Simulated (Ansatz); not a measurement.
## Zinc-blende ZnTe

The numbers are results of r²SCAN+SOC (Ansatz, an electronic-structure program, PAW), not measurements.

Settings: plane-wave cutoff 560 eV, 10×10×10 k mesh, Fermi–Dirac smearing 0.01 eV, PAW data made under PBE.

Cell: relaxed at this level.

```json
{
  "volume_per_atom": "28.58 Å³/atom",
  "bulk_modulus": "49.4 GPa",
  "lattice_parameter_a": "6.115 Å",
  "band_gap": "1.52 eV (direct)",
  "pressure derivative B′ of the bulk modulus": "4.5"
}
```

Measured, for comparison: band gap 2.43 eV (zero-point renormalisation of 40 meV (experimental, the table's column) added back here, direct; inputs from Miglio et al. (2020), arXiv:2011.12765); equilibrium volume per atom 28.42 Å³/atom (room temperature, no zero-point or thermal correction; as tabulated in Albrecht et al. (1997), arXiv:cond-mat/9706128); bulk modulus 51 ± 3 GPa (room temperature, no zero-point or thermal correction; as tabulated in Determination of phase transition pressures of ZnTe under quasihydrostatic …); lattice constant a 6.104 Å (room temperature, no zero-point or thermal correction, our sources range from 6.089 to 6.104; as tabulated in Albrecht et al. (1997), arXiv:cond-mat/9706128). Computed (rounded) less measured: band gap -0.91 eV, equilibrium volume per atom +0.6 %, bulk modulus -3 % (inside the measured uncertainty), lattice constant a +0.2 % (+0.2 % to +0.4 % over the range).

The computed numbers hold no vibrational or temperature effects.

It cost around 9 core-minutes (rough) of CPU time.
